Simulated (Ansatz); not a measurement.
**TiC: the order of phases at one pressure**

Aim: bring TiC in several structures (rocksalt, CsCl, WC, NiAs) to one pressure and rank them by enthalpy. The pressure is set by scaling the first phase. The runs shown use LAPW. Companion runs by PAW are cited.

Method: DFT, PBE, all-electron LAPW, scalar-relativistic, in Ansatz 0.2.0.

## Step 1: The system as given

The structure is cubic, space group Fm-3m (No. 225). Conventional cell: a = 3.847 Å, b = 3.847 Å, c = 3.847 Å, α = 90.00°, β = 90.00°, γ = 90.00°. Ti (site symmetry m-3m) is surrounded by 6 C at 1.92 Å. C (site symmetry m-3m) is surrounded by 6 Ti at 1.92 Å.

Structure file:

```cif
data_structure
_symmetry_space_group_name_H-M 'Fm-3m'
_symmetry_Int_Tables_number 225
_cell_length_a 3.8470
_cell_length_b 3.8470
_cell_length_c 3.8470
_cell_angle_alpha 90.000
_cell_angle_beta 90.000
_cell_angle_gamma 90.000
_cell_volume 56.93
loop_
_atom_site_label
_atom_site_type_symbol
_atom_site_symmetry_multiplicity
_atom_site_Wyckoff_symbol
_atom_site_fract_x
_atom_site_fract_y
_atom_site_fract_z
_atom_site_occupancy
Ti1 Ti 4 a 0.00000 0.00000 0.00000 1
C1 C 4 b 0.50000 0.00000 0.00000 1
```

The file gives the conventional cell by its symmetry; the runs use the cell typed in the input.

Atoms are numbered in the order of the input: Ti1, C2.

## Step 2: Rocksalt relaxed under pressure, LAPW

Contents of input.yaml:

```yaml
crystal:
  lattice:
    - [0.0, 1.9235030705, 1.9235030705]
    - [1.9235030705, 0.0, 1.9235030705]
    - [1.9235030705, 1.9235030705, 0.0]
  atoms:
    - { symbol: Ti, position: [0.0, 0.0, 0.0] }
    - { symbol: C, position: [0.5, 0.5, 0.5] }
kpoints:
  mp_grid: { grid: [17, 17, 17] }
scf:
  occupations: { method: fermi_dirac, width: 0.1 }
hamiltonian:
  xc: pbe
  pseudopotentials: { kind: all_electron, lapw: { basis_error: 0.0005 } }
output:
  forces: true
  stress: true
  eigenvalues: true
relax:
  f_tol: 0.005
  max_steps: 12
  cell: { p_target: 180.0, stress_tol: 0.09 }
```

Launch:

```bash
ansatz run input.yaml --threads 1 --pin off --max-ram 3584MiB --backend cpu --events-out ev --progress --plain --runs-dir out
```

Output:

```text
The last accepted step is kept in <dir> (removed where the run ends without a failure and the disk answers)
LAPW: plane waves up to 10.813 Å⁻¹, error target 5.0e-4 eV per atom; small_component_spin mean_spin; C in spheres of 0.812 Å, 6 of its electrons in bands, Dirac shells []; Ti in spheres of 1.054 Å, 20 of its electrons in bands, Dirac shells []
Engine: ansatz 0.2.0
Pseudopotentials: kind: all_electron
Pseudopotential: Ti, LAPW, valence charge 20, Koelling and Harmon's equation, gaussian nucleus
Pseudopotential: C, LAPW, valence charge 6, Koelling and Harmon's equation, gaussian nucleus
Functional definition: PBE
  parameter kappa = 0.804
  parameter beta = 0.06672455060314922
  exchange = pbe_x(kappa = kappa, mu = beta*pi^2/3)
  correlation = pbe_c(beta = beta)
Crystal: 2 atoms, lattice volume = 14.233 Å³
Basis set: ecut = 445.42719377993956 eV, 307 PW (Γ), exchange–correlation at level 2
Bands: 17, of which v1, the nominal top of the filled ones, is band 13 counted from 1 (12 counted from 0)
Symmetry: 48 space group operations
Space group: Fm-3m (ITA 225), of the structure as read, at distance tolerance 2.4e-5 Å
k-points: 165 of 4913
Non-local potential: Ti, projectors of the file, none
Non-local potential: C, projectors of the file, none
Initial density: superposition of atomic densities (chi_scale 0.1, normalization cell, long waves kept (reshape's long-wave potential 0.00 eV rms))
Initial wavefunctions: plane waves of lowest kinetic energy (no species holds an atomic orbital)
Functional: x = pbe(κ = 0.804, μ = 0.2195149727645171), c = pbe(β = 0.06672455060314922)
iter 1 solved again at ethr=2.34e-2 eV; its pass at ethr=1.00e-1 eV (dr2=6.08e0 eV) is discarded
SCF iter   1: F=—  HF=-24271.495303 eV  |F-HF|=—  |Δ(HF+E_count)|=         —  Δρ=2.07e-1  dr2=6.08e0  ethr=2.34e-2  ⟨swp⟩=2.0  Hψ=18115  notcnv=0
preconditioner: auto → none  [metal: Δε(μ)=0.019 eV  Ē_g=22.239 eV  σ=0.100 eV  W_gap=0.05  n_scr=8 (ndim 8)  ℏωp=36.8 eV  f_vac=0.000  D(μ)=0.16/eV (n_scr^D=0)  sad-step TF]
iter 2 solved again at ethr=2.01e-4 eV; its pass at ethr=2.34e-2 eV (dr2=5.23e-2 eV) is discarded
SCF iter   2: F=—  HF=-24269.356762 eV  |F-HF|=—  |Δ(HF+E_count)|=    2.14e0  Δρ=2.79e-2  dr2=5.23e-2  ethr=2.01e-4  ⟨swp⟩=2.0  Hψ=14369  notcnv=0
SCF iter   3: F=—  HF=-24269.300226 eV  |F-HF|=—  |Δ(HF+E_count)|=         —  Δρ=1.58e-2  dr2=2.05e-2  ethr=2.01e-4  ⟨swp⟩=2.1  Hψ=8604  notcnv=0
the basis was enlarged: its passes take 298.2 KiB over the memory plan, 1 of 1 planned eigensolver slots
SCF iter   4: F=—  HF=-24269.303166 eV  |F-HF|=—  |Δ(HF+E_count)|=   2.94e-3  Δρ=3.94e-3  dr2=1.22e-3  ethr=7.89e-5  ⟨swp⟩=2.0  Hψ=7963  notcnv=0
SCF iter   5: F=—  HF=-24269.302209 eV  |F-HF|=—  |Δ(HF+E_count)|=   9.57e-4  Δρ=7.40e-4  dr2=4.64e-5  ethr=4.69e-6  ⟨swp⟩=3.0  Hψ=8472  notcnv=0
SCF iter   6: F=—  HF=-24269.302201 eV  |F-HF|=—  |Δ(HF+E_count)|=   8.10e-6  Δρ=7.08e-5  dr2=5.72e-7  ethr=1.79e-7  ⟨swp⟩=2.0  Hψ=7954  notcnv=0
SCF iter   7: F=-24269.302200 eV  HF=-24269.302201 eV  |F-HF|=8.61e-8  |Δ(HF+E_count)|=   3.71e-7  Δρ=1.57e-5  dr2=2.66e-8  ethr=2.20e-9  ⟨swp⟩=3.0  Hψ=8469  notcnv=0
SCF 1 converged in 7 iterations: F = -24269.302200 eV  dr2 = 2.66e-8
relax step   1: F+E_penalty+E_count = -24269.30220049 eV  Δ(F+E_penalty+E_count) = +0.000e0 eV  max|allowed force component| = 1.216e-30 eV/Å  Δτ_max = 0.0000 Å  P = +180.091 GPa  Ω = 14.233 Å³  (7 SCF iters, accepted)
Crystal: 2 atoms, lattice volume = 14.235 Å³
Basis set: ecut = 445.39755626470793 eV, 307 PW (Γ), exchange–correlation at level 2
Initial density: handed on by an earlier stage of this run
Initial wavefunctions: those handed on with the density
iter 1 solved again at ethr=8.55e-11 eV; its pass at ethr=1.00e-1 eV (dr2=2.22e-8 eV) is discarded
SCF iter   1: F=—  HF=-24269.303797 eV  |F-HF|=—  |Δ(HF+E_count)|=         —  Δρ=1.34e-5  dr2=2.18e-8  ethr=8.55e-11  ⟨swp⟩=4.2  Hψ=15114  notcnv=0
preconditioner: auto → none  [metal: Δε(μ)=0.046 eV  Ē_g=21.814 eV  σ=0.100 eV  W_gap=0.11  n_scr=8 (ndim 8)  ℏωp=36.8 eV  f_vac=0.000  D(μ)=0.23/eV (n_scr^D=0)]
SCF iter   2: F=-24269.303797 eV  HF=-24269.303797 eV  |F-HF|=2.00e-8  |Δ(HF+E_count)|=   4.48e-8  Δρ=8.54e-6  dr2=1.02e-8  ethr=8.37e-11  ⟨swp⟩=3.0  Hψ=8354  notcnv=0
SCF 2 converged in 2 iterations: F = -24269.303797 eV  dr2 = 1.02e-8
relax step   2: F+E_penalty+E_count = -24269.30379707 eV  Δ(F+E_penalty+E_count) = -1.597e-3 eV  max|allowed force component| = 3.681e-30 eV/Å  Δτ_max = 0.0000 Å  P = +180.005 GPa  Ω = 14.235 Å³  (2 SCF iters, accepted)
iter 1 solved again at ethr=3.91e-11 eV; its pass at ethr=1.00e-1 eV (dr2=1.02e-8 eV) is discarded
SCF iter   1: F=—  HF=-24269.303797 eV  |F-HF|=—  |Δ(HF+E_count)|=         —  Δρ=8.50e-6  dr2=1.01e-8  ethr=3.91e-11  ⟨swp⟩=3.0  Hψ=13288  notcnv=0
preconditioner: auto → none  [metal: Δε(μ)=0.045 eV  Ē_g=21.814 eV  σ=0.100 eV  W_gap=0.11  n_scr=8 (ndim 8)  ℏωp=36.8 eV  f_vac=0.000  D(μ)=0.23/eV (n_scr^D=0)]
SCF iter   2: F=-24269.303797 eV  HF=-24269.303797 eV  |F-HF|=1.19e-8  |Δ(HF+E_count)|=   5.59e-8  Δρ=7.89e-6  dr2=8.52e-9  ethr=3.88e-11  ⟨swp⟩=3.1  Hψ=8658  notcnv=0
SCF 3 converged in 2 iterations: F = -24269.303797 eV  dr2 = 8.52e-9
relax step   3: F+E_penalty+E_count = -24269.30379708 eV  Δ(F+E_penalty+E_count) = -2.030e-9 eV  max|allowed force component| = 8.415e-30 eV/Å  Δτ_max = 0.0000 Å  P = +180.008 GPa  Ω = 14.235 Å³  stress off target by 8.13e-3 GPa  SCF on the basis re-selected at this cell (its energy is not comparable with the rows above)  (2 SCF iters)
basis re-selected at this cell: Δ(F+E_penalty+E_count) = -2.030e-9 eV, ΔP = +0.003 GPa vs the last step (what re-selecting the basis moved, after the strain that the cell walked since its last selection, with what the two solves' SCF thresholds leave and, on support functions, any second-order correction that the steps lacked; it is no measure of the basis error at this ecutwfc). This SCF's stress stands 8.13e-3 GPa from its target on what of the cell is left free (relax.cell.stress_tol is 9.00e-2 GPa) and its largest allowed force component is 8.41e-30 eV/Å (relax.f_tol is 5.00e-3 eV/Å): within both
SCF converged after 2 iterations
Free energy (F): -24269.303797 eV
Harris-Foulkes:  -24269.303797 eV  (|F-HF|=1.19e-8)
Internal energy: -24269.296214 eV  (E = F + TS)
E sigma→0 (E₀):  -24269.300006 eV
Entropy (-TS):   -0.007583 eV (-3.791 meV/atom)
Fermi energy:    22.456924 eV
--- Per-component energies (eV) ---
  E_band       = -3963.351074
  E_kinetic    = 24536.988974
  E_xc         = -1305.646128
  E_electrostatic = -47500.639060  (all electrons and nuclei)
  E_smearing   = -0.007583  (= −TS)
  E_closure    = 0.000000  (closes the sum)
  E_atoms      = -24254.253874  (free atoms, spherical and without spin; not in F)
  Σ components = -24269.303797   (vs F -24269.303797, Δ=0.00e0)
  Basis errors (estimates in eV, not in F): energy 1.8e-4 per atom: plane waves 1.7e-4 (9.6e-5 summed), levels above the bands 4.2e-16, relativity 1.6e-8, radial functions 1.9e-5, core shells 2.1e-14; eigenvalues (radial functions only) 7.6e-7; not estimated: angular momenta, meshes, grids; target (lapw.basis_error) 5.0e-4; muffin-tin radii C 0.812 Å, Ti 1.054 Å
--- Forces (eV/Å), atoms counted from 1 ---
  atom   1  Ti    -0.00000000     0.00000000    -0.00000000
  atom   2  C      0.00000000    -0.00000000    -0.00000000
  max |Σ_I F_I| component: 1.26e-29 eV/Å
--- Stress (GPa, compression-positive) ---
      180.008127      -0.000000       0.000000
       -0.000000     180.008127      -0.000000
        0.000000      -0.000000     180.008127
  P = ⅓ Tr σ = 180.0081 GPa (1800.081 kbar)
--- Band table (eV; the first three rows and the last of 165) ---
  k-point 0: bands = ["-506.3332", "-413.5690", "-413.5690", "-413.5690", "-241.5242", "-33.2219", "-8.8472", "-8.8472", "-8.8472", "8.6366", "23.0896", "23.0896", "23.0896", "24.5800", "24.5800", "24.5800", "24.9179"]
  k-point 1: bands = ["-506.3332", "-413.5690", "-413.5690", "-413.5690", "-241.5242", "-33.2107", "-8.9115", "-8.8519", "-8.8519", "8.7638", "22.5594", "22.9004", "22.9004", "23.7279", "23.7279", "24.9309", "26.1495"]
  k-point 2: bands = ["-506.3332", "-413.5690", "-413.5690", "-413.5690", "-241.5242", "-33.1787", "-9.0926", "-8.8653", "-8.8653", "9.1320", "21.5378", "21.9566", "21.9566", "23.7497", "23.7497", "25.4663", "27.6297"]
  k-point 164: bands = ["-506.3332", "-413.5690", "-413.5690", "-413.5690", "-241.5242", "-32.7689", "-9.9456", "-9.8401", "-9.4322", "11.9045", "18.4715", "18.7936", "19.0554", "26.2862", "26.7783", "28.0327", "30.5879"]
--- Relaxed structure (2 steps of the walk, 2 accepted, 1 SCFs on fresh bases) ---
  F+E_penalty+E_count = -24269.30379708 eV   max|allowed force component| = 8.415e-30 eV/Å   (the final SCF, on the basis selected at the relaxed cell)
  cell:  # Å, volume = 14.2348 Å³
    - [2.5476860164477947e-35, 1.9235670660276243, 1.9235670660276243]
    - [1.9235670660276243, -3.8215290246716924e-35, 1.9235670660276243]
    - [1.9235670660276243, 1.9235670660276243, 3.8215290246716924e-35]
  atoms:
    - { symbol: Ti, position: [-7.129752465655526e-39, 6.111216399133309e-39, 6.111216399133309e-39] }
    - { symbol: C, position: [0.49999999999999994, 0.49999999999999994, 0.49999999999999994] }
```

Run time: 34 s. Hardware: 1 thread of AMD EPYC 7B13 (Zen 3), shared host; peak memory 0.53 GiB.

Step by step:

```
step  energy from step 1 (eV/cell)  largest force component (eV/Å)  pressure (GPa)  volume (Å³)
   1                        0.0000                          0.0000          180.09        14.23
   2                       -0.0016                          0.0000          180.01        14.23
   3                       -0.0016                          0.0000          180.01        14.23
```

Step 1 is the start. Step 3 repeats the geometry before on a plane-wave basis chosen anew for that cell, so the energy can jump there without any move; the table keeps such jumps.

| input's cell | before | after | change |
| --- | --- | --- | --- |
| a (Å) | 2.720 | 2.720 | +0.0 % |
| b (Å) | 2.720 | 2.720 | +0.0 % |
| c (Å) | 2.720 | 2.720 | +0.0 % |
| volume (Å³/atom) | 7.12 | 7.12 | +0.0 % |

This run gives: pressure 180.01 GPa; no gap.

## Step 3: CsCl relaxed under pressure, LAPW

input.yaml: that of step 2 with these lines changed.

```diff
@@ -2,5 +2,5 @@
   lattice:
-    - [0.0, 1.9235030705, 1.9235030705]
-    - [1.9235030705, 0.0, 1.9235030705]
-    - [1.9235030705, 1.9235030705, 0.0]
+    - [2.3830737444, 0.0, 0.0]
+    - [0.0, 2.3830737444, 0.0]
+    - [0.0, 0.0, 2.3830737444]
   atoms:
@@ -9,3 +9,3 @@
 kpoints:
-  mp_grid: { grid: [17, 17, 17] }
+  mp_grid: { grid: [16, 16, 16] }
 scf:
```

Launch:

```bash
ansatz run input.yaml --threads 1 --pin off --max-ram 3584MiB --backend cpu --events-out ev --progress --plain --runs-dir out
```

Output:

```text
[... 1 set-up line as earlier in the session ...]
LAPW: plane waves up to 10.184 Å⁻¹, error target 5.0e-4 eV per atom; small_component_spin mean_spin; C in spheres of 0.867 Å, 6 of its electrons in bands, Dirac shells []; Ti in spheres of 1.135 Å, 20 of its electrons in bands, Dirac shells []
[... 9 set-up lines as earlier in the session ...]
Crystal: 2 atoms, lattice volume = 13.534 Å³
Basis set: ecut = 395.164959145592 eV, 251 PW (Γ), exchange–correlation at level 2
Bands: 17, of which v1, the nominal top of the filled ones, is band 13 counted from 1 (12 counted from 0)
[... 1 set-up line as earlier in the session ...]
Space group: Pm-3m (ITA 221), of the structure as read, at distance tolerance 2.4e-5 Å
k-points: 165 of 4096
[... 5 set-up lines as earlier in the session ...]
iter 1 solved again at ethr=2.29e-2 eV; its pass at ethr=1.00e-1 eV (dr2=5.95e0 eV) is discarded
SCF iter   1: F=—  HF=-24268.708594 eV  |F-HF|=—  |Δ(HF+E_count)|=         —  Δρ=1.99e-1  dr2=5.95e0  ethr=2.29e-2  ⟨swp⟩=2.0  Hψ=19034  notcnv=0
preconditioner: auto → none  [metal: Δε(μ)=0.010 eV  Ē_g=21.836 eV  σ=0.100 eV  W_gap=0.02  n_scr=6 (ndim 8)  ℏωp=37.8 eV  f_vac=0.000  D(μ)=0.72/eV (n_scr^D=6)  sad-step TF]
SCF iter   2: F=—  HF=-24267.452279 eV  |F-HF|=—  |Δ(HF+E_count)|=    1.26e0  Δρ=7.80e-2  dr2=7.99e-1  ethr=2.29e-2  ⟨swp⟩=3.0  Hψ=8391  notcnv=0
iter 3 solved again at ethr=4.92e-5 eV; its pass at ethr=3.07e-3 eV (dr2=1.28e-2 eV) is discarded
SCF iter   3: F=—  HF=-24266.921208 eV  |F-HF|=—  |Δ(HF+E_count)|=   5.31e-1  Δρ=9.87e-3  dr2=1.28e-2  ethr=4.92e-5  ⟨swp⟩=2.0  Hψ=14385  notcnv=0
SCF iter   4: F=—  HF=-24266.925059 eV  |F-HF|=—  |Δ(HF+E_count)|=         —  Δρ=6.47e-3  dr2=5.51e-3  ethr=4.91e-5  ⟨swp⟩=2.0  Hψ=8008  notcnv=0
the basis was enlarged: its passes take 727.1 KiB over the memory plan, 1 of 1 planned eigensolver slots
SCF iter   5: F=—  HF=-24266.921723 eV  |F-HF|=—  |Δ(HF+E_count)|=   3.34e-3  Δρ=7.89e-4  dr2=5.93e-5  ethr=2.12e-5  ⟨swp⟩=2.9  Hψ=8228  notcnv=0
SCF iter   6: F=—  HF=-24266.921734 eV  |F-HF|=—  |Δ(HF+E_count)|=   1.12e-5  Δρ=1.09e-4  dr2=1.49e-6  ethr=2.28e-7  ⟨swp⟩=3.0  Hψ=8429  notcnv=0
SCF iter   7: F=—  HF=-24266.921734 eV  |F-HF|=—  |Δ(HF+E_count)|=   2.25e-8  Δρ=2.90e-5  dr2=1.15e-7  ethr=5.72e-9  ⟨swp⟩=2.1  Hψ=8028  notcnv=0
SCF iter   8: F=-24266.921734 eV  HF=-24266.921734 eV  |F-HF|=1.16e-8  |Δ(HF+E_count)|=   3.77e-8  Δρ=5.66e-6  dr2=4.19e-9  ethr=4.41e-10  ⟨swp⟩=3.0  Hψ=8469  notcnv=0
SCF 1 converged in 8 iterations: F = -24266.921734 eV  dr2 = 4.19e-9
relax step   1: F+E_penalty+E_count = -24266.92173427 eV  Δ(F+E_penalty+E_count) = +0.000e0 eV  max|allowed force component| = 9.861e-32 eV/Å  Δτ_max = 0.0000 Å  P = +180.282 GPa  Ω = 13.534 Å³  (8 SCF iters, accepted)
Crystal: 2 atoms, lattice volume = 13.537 Å³
Basis set: ecut = 395.0892153235285 eV, 251 PW (Γ), exchange–correlation at level 2
[... 2 set-up lines as earlier in the session ...]
iter 1 solved again at ethr=5.62e-11 eV; its pass at ethr=1.00e-1 eV (dr2=1.46e-8 eV) is discarded
SCF iter   1: F=—  HF=-24266.926110 eV  |F-HF|=—  |Δ(HF+E_count)|=         —  Δρ=1.49e-5  dr2=1.47e-8  ethr=5.62e-11  ⟨swp⟩=5.1  Hψ=16095  notcnv=0
preconditioner: auto → none  [metal: Δε(μ)=0.014 eV  Ē_g=21.399 eV  σ=0.100 eV  W_gap=0.04  n_scr=6 (ndim 8)  ℏωp=37.8 eV  f_vac=0.000  D(μ)=1.93/eV (n_scr^D=26)]
SCF iter   2: F=-24266.926111 eV  HF=-24266.926111 eV  |F-HF|=3.18e-9  |Δ(HF+E_count)|=   9.19e-7  Δρ=5.83e-6  dr2=2.82e-9  ethr=5.62e-11  ⟨swp⟩=3.0  Hψ=9350  notcnv=0
SCF 2 converged in 2 iterations: F = -24266.926111 eV  dr2 = 2.82e-9
relax step   2: F+E_penalty+E_count = -24266.92611090 eV  Δ(F+E_penalty+E_count) = -4.377e-3 eV  max|allowed force component| = 1.906e-30 eV/Å  Δτ_max = 0.0000 Å  P = +180.050 GPa  Ω = 13.537 Å³  (2 SCF iters, accepted)
iter 1 solved again at ethr=1.10e-11 eV; its pass at ethr=1.00e-1 eV (dr2=2.85e-9 eV) is discarded
SCF iter   1: F=—  HF=-24266.926110 eV  |F-HF|=—  |Δ(HF+E_count)|=         —  Δρ=5.85e-6  dr2=2.85e-9  ethr=1.10e-11  ⟨swp⟩=3.0  Hψ=14673  notcnv=0
SCF iter   2: F=-24266.926111 eV  HF=-24266.926111 eV  |F-HF|=2.53e-9  |Δ(HF+E_count)|=   9.48e-7  Δρ=3.32e-6  dr2=1.35e-9  ethr=1.10e-11  ⟨swp⟩=3.0  Hψ=9391  notcnv=0
SCF 3 converged in 2 iterations: F = -24266.926111 eV  dr2 = 1.35e-9
relax step   3: F+E_penalty+E_count = -24266.92611090 eV  Δ(F+E_penalty+E_count) = +1.080e-9 eV  max|allowed force component| = 5.916e-31 eV/Å  Δτ_max = 0.0000 Å  P = +180.049 GPa  Ω = 13.537 Å³  stress off target by 4.92e-2 GPa  SCF on the basis re-selected at this cell (its energy is not comparable with the rows above)  (2 SCF iters)
basis re-selected at this cell: Δ(F+E_penalty+E_count) = +1.080e-9 eV, ΔP = -0.001 GPa vs the last step (what re-selecting the basis moved, after the strain that the cell walked since its last selection, with what the two solves' SCF thresholds leave and, on support functions, any second-order correction that the steps lacked; it is no measure of the basis error at this ecutwfc). This SCF's stress stands 4.92e-2 GPa from its target on what of the cell is left free (relax.cell.stress_tol is 9.00e-2 GPa) and its largest allowed force component is 5.92e-31 eV/Å (relax.f_tol is 5.00e-3 eV/Å): within both
SCF converged after 2 iterations
Free energy (F): -24266.926111 eV
Harris-Foulkes:  -24266.926111 eV  (|F-HF|=2.53e-9)
Internal energy: -24266.864334 eV  (E = F + TS)
E sigma→0 (E₀):  -24266.895223 eV
Entropy (-TS):   -0.061776 eV (-30.888 meV/atom)
Fermi energy:    24.197160 eV
--- Per-component energies (eV) ---
  E_band       = -3923.970791
  E_kinetic    = 24532.066475
  E_xc         = -1305.806807
  E_electrostatic = -47493.124002  (all electrons and nuclei)
  E_smearing   = -0.061776  (= −TS)
  E_closure    = 0.000000  (closes the sum)
  E_atoms      = -24254.253874  (free atoms, spherical and without spin; not in F)
  Σ components = -24266.926111   (vs F -24266.926111, Δ=0.00e0)
  Basis errors (estimates in eV, not in F): energy 1.2e-4 per atom: plane waves 1.1e-4 (6.0e-5 summed), levels above the bands 9.2e-26, relativity 8.7e-9, radial functions 1.9e-5, core shells 8.2e-15; eigenvalues (radial functions only) 5.9e-7; not estimated: angular momenta, meshes, grids; target (lapw.basis_error) 5.0e-4; muffin-tin radii C 0.867 Å, Ti 1.135 Å
--- Forces (eV/Å), atoms counted from 1 ---
  atom   1  Ti    -0.00000000    -0.00000000    -0.00000000
  atom   2  C     -0.00000000    -0.00000000     0.00000000
  max |Σ_I F_I| component: 1.71e-30 eV/Å
--- Stress (GPa, compression-positive) ---
      180.049153       0.000000      -0.000000
        0.000000     180.049153       0.000000
       -0.000000       0.000000     180.049153
  P = ⅓ Tr σ = 180.0492 GPa (1800.492 kbar)
--- Band table (eV; the first three rows and the last of 165) ---
  k-point 0: bands = ["-504.8191", "-412.0843", "-412.0843", "-412.0843", "-240.3381", "-32.0503", "-7.2312", "-7.2312", "-7.2312", "9.1992", "21.2824", "21.2824", "26.4573", "26.4573", "26.4573", "29.3194", "29.3194"]
  k-point 1: bands = ["-504.8191", "-412.0843", "-412.0843", "-412.0843", "-240.3381", "-32.0351", "-7.3355", "-7.2214", "-7.2214", "9.3233", "21.2584", "21.3321", "26.1442", "26.1442", "26.4300", "29.3356", "29.6378"]
  k-point 2: bands = ["-504.8191", "-412.0843", "-412.0843", "-412.0843", "-240.3381", "-31.9913", "-7.6260", "-7.1935", "-7.1935", "9.6804", "21.0984", "21.4768", "25.4602", "25.4602", "26.4765", "29.3820", "30.3444"]
  k-point 164: bands = ["-504.8191", "-412.0843", "-412.0843", "-412.0843", "-240.3381", "-30.8944", "-8.6398", "-8.6398", "-8.6398", "15.9515", "15.9515", "15.9515", "18.1707", "31.6776", "31.6776", "34.8196", "34.8196"]
--- Relaxed structure (2 steps of the walk, 2 accepted, 1 SCFs on fresh bases) ---
  F+E_penalty+E_count = -24266.92611090 eV   max|allowed force component| = 5.916e-31 eV/Å   (the final SCF, on the basis selected at the relaxed cell)
  cell:  # Å, volume = 13.5375 Å³
    - [2.3833021668123067, 0.0, -4.012354050806741e-36]
    - [0.0, 2.3833021668123067, -1.0030885127016853e-36]
    - [-2.0061770254033706e-36, -1.0030885127016853e-36, 2.3833021668123067]
  atoms:
    - { symbol: Ti, position: [7.399022083881725e-39, -1.3153817038011956e-38, 0.0] }
    - { symbol: C, position: [0.49999999999999994, 0.49999999999999994, 0.49999999999999994] }
```

It took 33 s on 1 thread of AMD EPYC 7B13 (Zen 3), shared host; peak memory 0.53 GiB.

The steps of the relaxation:

```
step  energy from step 1 (eV/cell)  largest force component (eV/Å)  pressure (GPa)  volume (Å³)
   1                        0.0000                          0.0000          180.28        13.53
   2                       -0.0044                          0.0000          180.05        13.54
   3                       -0.0044                          0.0000          180.05        13.54
```

Step 1 is the start. Step 3 repeats the geometry before on a plane-wave basis chosen anew for that cell, so the energy can jump there without any move; the table keeps such jumps.

| input's cell | before | after | change |
| --- | --- | --- | --- |
| a (Å) | 2.383 | 2.383 | +0.0 % |
| b (Å) | 2.383 | 2.383 | +0.0 % |
| c (Å) | 2.383 | 2.383 | +0.0 % |
| volume (Å³/atom) | 6.77 | 6.77 | +0.0 % |

In short: pressure 180.05 GPa; no gap.

(Part 1 of 2 ends here.)
